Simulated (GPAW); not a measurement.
# CdTe (F-43m) in GPAW: phonons with vdW-DF2

Aim: the phonons of CdTe with vdW-DF2.

All numbers are computed with GPAW 26.7.0; they aren't measurements. Logs are shortened: lines on timing, memory, paths and dates and some standing lists are left out, and cuts for length are marked. The log counts tension as positive stress, the text compression.

**Measured values to compare with.**

A printed reference work, data compilation reports, for a bulk crystal of CdTe at 0 K: band gap 1.607 eV.

The results are compared with them further down.

## 1. The crystal as given

It takes space group F-43m (No. 216, cubic). The conventional cell has a = 6.410 Å, b = 6.410 Å, c = 6.410 Å, α = 90.00°, β = 90.00°, γ = 90.00°. Around Te (site symmetry -43m) lie 4 Cd at 2.78 Å. Cd (site symmetry -43m) has 4 Te at 2.78 Å as nearest neighbours.

## 2. Phonons, vdW-DF2

run.py

```python
import json
import numpy as np
import spglib
from ase import Atoms
from ase.constraints import FixSymmetry
from ase.io import read, write
from ase.optimize import BFGS
from phonopy import Phonopy
from phonopy.structure.atoms import PhonopyAtoms
from gpaw import GPAW

atoms = read('CdTe.cif')
cell, positions, numbers = spglib.find_primitive(
    (atoms.cell[:], atoms.get_scaled_positions(), atoms.numbers), symprec=1e-4)
atoms = Atoms(numbers, cell=cell, scaled_positions=positions, pbc=True)

calc = GPAW(mode='lcao',
            h=0.16,
            basis='dzp',
            xc={'name': 'vdW-DF2', 'backend': 'libvdwxc'},
            kpts={'size': (6, 6, 6), 'gamma': True},
            occupations={'name': 'fermi-dirac', 'width': 0.05},
            convergence={'density': 1e-06},
            maxiter=150,
            txt='gpaw.txt')
atoms.calc = calc
atoms.set_constraint(FixSymmetry(atoms))
BFGS(atoms, trajectory='relax.traj', logfile='-').run(fmax=0.005, steps=40)
atoms.set_constraint()
energy = atoms.get_potential_energy()
forces = atoms.get_forces()
calc.write('gs.gpw')
write('result.traj', atoms)
print('Cell:', atoms.cell.cellpar().round(4))
print(atoms.get_scaled_positions().round(5))

def force_constants(scale):
    unit = PhonopyAtoms(symbols=atoms.get_chemical_symbols(), cell=atoms.cell[:] * scale**(1 / 3),
                        scaled_positions=atoms.get_scaled_positions())
    ph = Phonopy(unit, supercell_matrix=np.diag([2, 2, 2]), primitive_matrix=np.eye(3), symprec=1e-4)
    ph.generate_displacements(distance=0.01)
    forces = []
    for i, sc in enumerate(ph.supercells_with_displacements):
        a = Atoms(sc.symbols, cell=sc.cell, scaled_positions=sc.scaled_positions, pbc=True)
        c = GPAW(mode='lcao',
                 h=0.16,
                 basis='dzp',
                 xc={'name': 'vdW-DF2', 'backend': 'libvdwxc'},
                 kpts={'size': (3, 3, 3), 'gamma': True},
                 occupations={'name': 'fermi-dirac', 'width': 0.05},
                 convergence={'density': 1e-06},
                 maxiter=150,
                 txt=f'disp-{scale:.3f}-{i:02d}.txt')
        a.calc = c
        f = a.get_forces()
        forces.append(f - f.mean(axis=0))
        print(f'displacement {i}: drift', f.mean(axis=0).round(5), flush=True)
    ph.forces = forces
    ph.produce_force_constants()
    ph.symmetrize_force_constants()
    return ph

qpoints = [[0.0, 0.0, 0.0], [0.0, 0.0, 0.5], [0.0, 0.5, 0.0], [0.0, 0.5, 0.5], [0.5, 0.0, 0.0], [0.5, 0.0, 0.5], [0.5, 0.5, 0.0], [0.5, 0.5, 0.5]]
results = {}
for scale in [1.0]:
    ph = force_constants(scale)
    ph.run_qpoints(qpoints)
    nu = ph.qpoints.frequencies * 33.35641  # THz to cm^-1
    results[f'{scale:.3f}'] = nu.tolist()
    for qp, f in zip(qpoints, nu):
        print(scale, np.round(qp, 4), f.round(2))

path = atoms.cell.bandpath('GXWKGLUWLK,UX', npoints=60, eps=1e-4)
ph.run_qpoints(path.kpts)
results['path'] = (ph.qpoints.frequencies * 33.35641).tolist()
results['path_q'] = path.kpts.tolist()
x, ticks, names = path.get_linear_kpoint_axis()
results['axis'] = [x.tolist(), list(ticks), names]
ph.run_mesh([15, 15, 15], is_gamma_center=True)
ph.run_thermal_properties(temperatures=[0, 100, 200, 300, 500, 800], cutoff_frequency=0.05)
tp = ph.thermal_properties
results['thermal'] = [list(v) for v in (tp.temperatures, tp.free_energy, tp.entropy, tp.heat_capacity)]
for t, fv, s, cv in zip(*results['thermal']):
    print(f'{t:6.0f} K  F {fv:9.4f} kJ/mol  S {s:9.4f} J/K/mol  Cv {cv:9.4f} J/K/mol')
json.dump(results, open('phonons.json', 'w'))
```

CdTe.cif

```cif
data_CdTe
_cell_length_a 6.41000000
_cell_length_b 6.41000000
_cell_length_c 6.41000000
_cell_angle_alpha 90.00000000
_cell_angle_beta 90.00000000
_cell_angle_gamma 90.00000000
_space_group_name_H-M_alt 'F-43m'
_space_group_name_Hall 'F -4 2 3'
_space_group_IT_number 216
loop_
_space_group_symop_operation_xyz
'x,y,z'
'y,-x,-z'
'-x,-y,z'
'-y,x,-z'
'x,-y,-z'
'y,x,z'
'-x,y,-z'
'-y,-x,z'
'z,x,y'
'-z,y,-x'
'z,-x,-y'
'-z,-y,x'
'-z,x,-y'
'z,y,x'
'-z,-x,y'
'z,-y,-x'
'y,z,x'
'-x,-z,y'
'-y,z,-x'
'x,-z,-y'
'-y,-z,x'
'x,z,y'
'y,-z,-x'
'-x,z,-y'
'x,y+1/2,z+1/2'
'y,-x+1/2,-z+1/2'
'-x,-y+1/2,z+1/2'
'-y,x+1/2,-z+1/2'
'x,-y+1/2,-z+1/2'
'y,x+1/2,z+1/2'
'-x,y+1/2,-z+1/2'
'-y,-x+1/2,z+1/2'
'z,x+1/2,y+1/2'
'-z,y+1/2,-x+1/2'
'z,-x+1/2,-y+1/2'
'-z,-y+1/2,x+1/2'
'-z,x+1/2,-y+1/2'
'z,y+1/2,x+1/2'
'-z,-x+1/2,y+1/2'
'z,-y+1/2,-x+1/2'
'y,z+1/2,x+1/2'
'-x,-z+1/2,y+1/2'
'-y,z+1/2,-x+1/2'
'x,-z+1/2,-y+1/2'
'-y,-z+1/2,x+1/2'
'x,z+1/2,y+1/2'
'y,-z+1/2,-x+1/2'
'-x,z+1/2,-y+1/2'
'x+1/2,y,z+1/2'
'y+1/2,-x,-z+1/2'
'-x+1/2,-y,z+1/2'
'-y+1/2,x,-z+1/2'
'x+1/2,-y,-z+1/2'
'y+1/2,x,z+1/2'
'-x+1/2,y,-z+1/2'
'-y+1/2,-x,z+1/2'
'z+1/2,x,y+1/2'
'-z+1/2,y,-x+1/2'
'z+1/2,-x,-y+1/2'
'-z+1/2,-y,x+1/2'
'-z+1/2,x,-y+1/2'
'z+1/2,y,x+1/2'
'-z+1/2,-x,y+1/2'
'z+1/2,-y,-x+1/2'
'y+1/2,z,x+1/2'
'-x+1/2,-z,y+1/2'
'-y+1/2,z,-x+1/2'
'x+1/2,-z,-y+1/2'
'-y+1/2,-z,x+1/2'
'x+1/2,z,y+1/2'
'y+1/2,-z,-x+1/2'
'-x+1/2,z,-y+1/2'
'x+1/2,y+1/2,z'
'y+1/2,-x+1/2,-z'
'-x+1/2,-y+1/2,z'
'-y+1/2,x+1/2,-z'
'x+1/2,-y+1/2,-z'
'y+1/2,x+1/2,z'
'-x+1/2,y+1/2,-z'
'-y+1/2,-x+1/2,z'
'z+1/2,x+1/2,y'
'-z+1/2,y+1/2,-x'
'z+1/2,-x+1/2,-y'
'-z+1/2,-y+1/2,x'
'-z+1/2,x+1/2,-y'
'z+1/2,y+1/2,x'
'-z+1/2,-x+1/2,y'
'z+1/2,-y+1/2,-x'
'y+1/2,z+1/2,x'
'-x+1/2,-z+1/2,y'
'-y+1/2,z+1/2,-x'
'x+1/2,-z+1/2,-y'
'-y+1/2,-z+1/2,x'
'x+1/2,z+1/2,y'
'y+1/2,-z+1/2,-x'
'-x+1/2,z+1/2,-y'
loop_
_atom_site_label
_atom_site_type_symbol
_atom_site_symmetry_multiplicity
_atom_site_Wyckoff_symbol
_atom_site_fract_x
_atom_site_fract_y
_atom_site_fract_z
_atom_site_occupancy
Te1 Te 4 c 0.2500000000 0.2500000000 0.2500000000 1
Cd1 Cd 4 a 0.0000000000 0.0000000000 0.0000000000 1
```

Potentials or basis: GPAW PAW data sets (gpaw-data 1.2.1), lcao:dzp.

Run with:

```console
$ OMP_NUM_THREADS=1 python run.py
```

gpaw.txt:

```text
__  _  _
 | _ |_)|_||  |
 |__||  | ||/\| - 26.7.0

Input parameters:
  mode=LCAO(),
  basis={'default': 'dzp'},
  convergence={'density': 1e-06},
  h=0.16,
  kpts=MonkhorstPack(size=(6, 6, 6), gamma=True),
  maxiter=150,
  occupations=Occupations(name='fermi-dirac', width=0.05),
  xc=XC(name='vdW-DF2', backend='libvdwxc')

            Te

       Cd

Atoms  # Å, Bohr magnetons
|   | symbol |        x |        y |        z |    initial magnetic moments |
|---|--------|----------|----------|----------|-----------------------------|
| 0 |     Te | 1.602500 | 1.602500 | 1.602500 | ( 0.0000,  0.0000,  0.0000) |
| 1 |     Cd | 0.000000 | 0.000000 | 0.000000 | ( 0.0000,  0.0000,  0.0000) |

Unit cell  # Å
| periodic |        x |        y |        z |  lengths |    angles |
|----------|----------|----------|----------|----------|-----------|
|      yes | 0.000000 | 3.205000 | 3.205000 | 4.532554 | 60.000000 |
|      yes | 3.205000 | 0.000000 | 3.205000 | 4.532554 | 60.000000 |
|      yes | 3.205000 | 3.205000 | 0.000000 | 4.532554 | 60.000000 |

Number of symmetries: 24
Symmetry operations  # r_c * U_cc + t_c -> r_c
|    | kind |            matrix            |
|----|------|------------------------------|
|  0 |  E   |  1, 0, 0,  0, 1, 0,  0, 0, 1 |
|  1 |  σ   |  1, 0, 0,  0, 0, 1,  0, 1, 0 |
|  2 |  σ   |  1, 0,-1,  0, 1,-1,  0, 0,-1 |
|  3 |  C3  |  1, 0,-1,  0, 0,-1,  0, 1,-1 |
|  4 |  C3  |  1,-1, 0,  0,-1, 1,  0,-1, 0 |
|  5 |  σ   |  1,-1, 0,  0,-1, 0,  0,-1, 1 |
|  6 |  σ   |  0, 1, 0,  1, 0, 0,  0, 0, 1 |
|  7 |  C3  |  0, 1, 0,  0, 0, 1,  1, 0, 0 |
|  8 |  C2  |  0, 1,-1,  1, 0,-1,  0, 0,-1 |
|  9 |  S4  |  0, 1,-1,  0, 0,-1,  1, 0,-1 |
| 10 |  C3  |  0, 0, 1,  1, 0, 0,  0, 1, 0 |
| 11 |  σ   |  0, 0, 1,  0, 1, 0,  1, 0, 0 |
| 12 |  S4  |  0, 0,-1,  1, 0,-1,  0, 1,-1 |
| 13 |  C3  |  0, 0,-1,  0, 1,-1,  1, 0,-1 |
| 14 |  S4  |  0,-1, 1,  1,-1, 0,  0,-1, 0 |
| 15 |  C2  |  0,-1, 1,  0,-1, 0,  1,-1, 0 |
| 16 |  C3  |  0,-1, 0,  1,-1, 0,  0,-1, 1 |
| 17 |  S4  |  0,-1, 0,  0,-1, 1,  1,-1, 0 |
| 18 |  S4  | -1, 1, 0, -1, 0, 1, -1, 0, 0 |
| 19 |  C3  | -1, 1, 0, -1, 0, 0, -1, 0, 1 |
| 20 |  C3  | -1, 0, 1, -1, 1, 0, -1, 0, 0 |
| 21 |  S4  | -1, 0, 1, -1, 0, 0, -1, 1, 0 |
| 22 |  σ   | -1, 0, 0, -1, 1, 0, -1, 0, 1 |
| 23 |  C2  | -1, 0, 0, -1, 0, 1, -1, 1, 0 |

BZ-sampling:
  Number of BZ points: 216
  Number of IBZ points: 16

  Monkhorst-Pack size: [6, 6, 6]
  Monkhorst-Pack shift: [0.08333333333333333, 0.08333333333333333, 0.08333333333333333]

K-points  # in reciprocal-cell coordinates
|     |                                coordinates |     weight |
|-----|--------------------------------------------|------------|
|   0 | (  0.00000000,   0.00000000,   0.00000000) | 0.00462963 |
|   1 | (  0.16666667,   0.16666667,   0.00000000) | 0.02777778 |
|   2 | (  0.16666667,   0.16666667,   0.16666667) | 0.03703704 |
|   3 | (  0.33333333,   0.16666667,   0.16666667) | 0.05555556 |
|   4 | (  0.33333333,   0.33333333,  -0.33333333) | 0.05555556 |
|   5 | (  0.33333333,   0.33333333,   0.00000000) | 0.02777778 |
|   6 | (  0.33333333,   0.33333333,   0.16666667) | 0.11111111 |
|   7 | (  0.33333333,   0.33333333,   0.33333333) | 0.03703704 |
|   8 | (  0.50000000,   0.33333333,  -0.33333333) | 0.11111111 |
|   9 | (  0.50000000,   0.33333333,  -0.16666667) | 0.05555556 |
| ... |                                            |            |
|  15 | (  0.50000000,   0.50000000,   0.50000000) | 0.01851852 |

basis functions: 34
Spin-components: 1 (collinear spins)
Bands:           13
Projectors:      11
Spin-degeneracy: 2
Datatype:        <class 'complex'>
[... 243 lines left out ...]
      Number of RI-basis functions 0

  Cd:
    name:    Cadmium
    Z:       48.0
    valence: 12
    core:    36
    charge:  0.0  # [|e|]
    compensation charges:
      type: gauss
      rc: 0.38  # [Å]
      lmax: 2
    cutoffs:
      filter: 2.12  # [Å]
      core: 2.62  # [Å]
    projectors
    | kind |    occ | energy [eV] | rcut [Å] |
    |------|--------|-------------|----------|
    |   5s |  2.000 |      -5.655 |    1.191 |
    |   5p |  0.000 |      -1.186 |    1.228 |
    |   4d | 10.000 |     -11.739 |    1.164 |
    |    s |        |      21.556 |    1.191 |
    |    p |        |      26.026 |    1.228 |
    |    d |        |      15.473 |    1.164 |

    LCAO basis set for Cd:
      Name: dzp
      File: <dir>
      Number of radial functions: 7
      Number of spherical harmonics: 21
        l=0, rc=8.5781 Bohr: 5s-sz confined orbital
        l=1, rc=12.6406 Bohr: 5p-sz confined orbital
        l=2, rc=4.9062 Bohr: 4d-sz confined orbital
        l=0, rc=5.0625 Bohr: 5s-dz split-valence wave
        l=1, rc=7.7188 Bohr: 5p-dz split-valence wave
        l=2, rc=2.9844 Bohr: 4d-dz split-valence wave
        l=1, rc=8.5781 Bohr: p-type Gaussian polarization
      Number of RI-basis functions 0

Reference energy: -336963.801770  # eV

eigensolver:
  <gpaw.new.lcao.eigensolver.LCAOEigensolver object>
density mixing:
  MSR1-Mixer
  Pratt-step length: 0.05
  Maximum mixing coefficient: 0.75
  Old densities: 10
  SVD Regularization: 0.005
  Good broyden scale: 1.0
  Trust region scale: 1.0
  Backstep threshold: 4.0
  History deletion threshold: 6.0
  Fourier metric: weight=20.0, sigma=0.015

occupation numbers:
  Fermi-Dirac:
    width: 0.0500  # eV

FastPoissonSolver using
    Stencil: 12*3+1=37 point O(h^6) finite-difference Laplacian
    FFT axes: [np.int64(0), np.int64(1), np.int64(2)]
    FST axes: []

xc functional:
  name: vdW-DF2 with libvdwxc
  Mode: serial
  Semilocal: GGA_X_RPW86+LDA_C_PW with 2 nearest neighbor stencil
  Local blocksize: 48 x 48 x 48
  PAW datasets: PBE
interpolation: tri-quintic # 5. degree polynomial

convergence criteria:
- Maximum integral of absolute [dens]ity change: 1e-06 electrons / valence electron
- Maximum [total energy] change in last 3 cyles: 0.0005 eV / valence electron
- Maximum integral of absolute [eigenst]ate change: 4e-08 eV^2 / valence electron
maximum number of iterations: 150

SCF iterations
|iter     | |      energy | eigst |  dens |
|---------|-|-------------|-------|-------|
|iter:   1| | -214.737792 |      c|       |
|iter:   2| | -214.712466 |      c| -1.39 |
|iter:   3| | -214.611860 |      c| -1.42 |
|iter:   4| | -214.610952 |      c| -1.97 |
|iter:   5| | -214.610823c|      c| -2.49 |
|iter:   6| | -214.610820c|      c| -3.46 |
|iter:   7| | -214.610820c|      c| -4.03 |
|iter:   8| | -214.610820c|      c| -5.30 |
|iter:   9| | -214.610820c|      c| -5.69 |
|iter:  10| | -214.610820c|      c| -7.33c|

Converged in 10 steps
Energy contributions relative to reference atoms: (reference = -336963.801770)

Energy contributions:
  Kinetic:          31.858941
  Coulomb:         -27.986723
  Zero:              0.067292
  External:          0.000000
  Xc:             -218.550327
  Entropy:          -0.000008
  Spinorbit:         0.000000
  ----------------------------
  Free energy:    -214.610824
  Extrapolated:   -214.610820

dipole moment: (-25.853655, -25.853655, -25.853655)  # |e|*Ang

Fermi level: 4.594
Eigenvalues  # (at kpt = [0.000, 0.000, 0.000])
| band index |      eig [eV] | occ [0-2] |
|------------|---------------|-----------|
|          0 |        -7.196 |     2.000 |
|          1 |        -4.255 |     2.000 |
|          2 |        -4.255 |     2.000 |
|          3 |        -4.254 |     2.000 |
|          4 |        -3.933 |     2.000 |
|          5 |        -3.933 |     2.000 |
|          6 |         4.188 |     1.999 |
|          7 |         4.188 |     1.999 |
|          8 |         4.189 |     1.999 |
|          9 |         4.943 |     0.002 |
|         10 |         8.983 |     0.000 |
|         11 |         8.984 |     0.000 |
|         12 |         8.984 |     0.000 |

Gap: 0.755 eV
Transition (v -> c):
  (s=0, k=0, n=8, [0.00, 0.00, 0.00]) -> (s=0, k=0, n=9, [0.00, 0.00, 0.00])
No difference between direct/indirect transitions

Forces  # eV/Ang
|        x |        y |        z |
|----------|----------|----------|
| -0.00000 |  0.00000 | -0.00000 |  # Te   0
|  0.00000 | -0.00000 |  0.00000 |  # Cd   1

# Writing to gs.gpw (mode='')
```

Wall time 18 min (1 thread of AMD EPYC 7B13 (Zen 3), shared host); peak memory 1.5 GiB.

Results:

* Free energy: -214.6108 eV
* Band gap on the k mesh: 0.75 eV, direct
* Highest phonon frequency, LO-TO splitting left out: 174 cm⁻¹
* Most unstable mode: 54i cm⁻¹

Final structure:
```
CELL_PARAMETERS angstrom
0.00000 3.20500 3.20500
3.20500 0.00000 3.20500
3.20500 3.20500 0.00000
ATOMIC_POSITIONS crystal
Te 0.25000 0.25000 0.25000
Cd 0.00000 0.00000 0.00000
```

Phonon frequencies in cm⁻¹ (negative: imaginary):
```tsv
q point	frequencies
(0.000, 0.000, 0.000)	0 0 0 161 161 161
(0.000, 0.000, 0.500)	-46 -46 101 167 167 168
(0.000, 0.500, 0.000)	-46 -46 101 167 167 168
(0.000, 0.500, 0.500)	-54 -54 138 140 174 174
(0.500, 0.000, 0.000)	-46 -46 101 167 167 168
(0.500, 0.000, 0.500)	-54 -54 138 140 174 174
(0.500, 0.500, 0.000)	-54 -54 138 140 174 174
(0.500, 0.500, 0.500)	-46 -46 101 167 167 168
```

Caveat: some modes are imaginary; the LO-TO splitting is left out; phonon bands are interpolated from a small supercell; spin-orbit coupling is left out, which moves the levels of the heavy elements; the basis of atomic orbitals isn't converged, which shifts pressures, moduli and gaps.

## 3. Comparison with measurements

Step 2. Measured gap of CdTe: 1.607 eV (0 K; a printed reference work, data compilation). This calculation gives 0.75 eV (-0.85 eV). Spin-orbit coupling on Cd, Te is left out. The value is that of vdW-DF2 in an atomic basis (GPAW PAW data sets (gpaw-data 1.2.1), lcao:dzp), whose error adds to the functional's,, without temperature or zero-point motion.
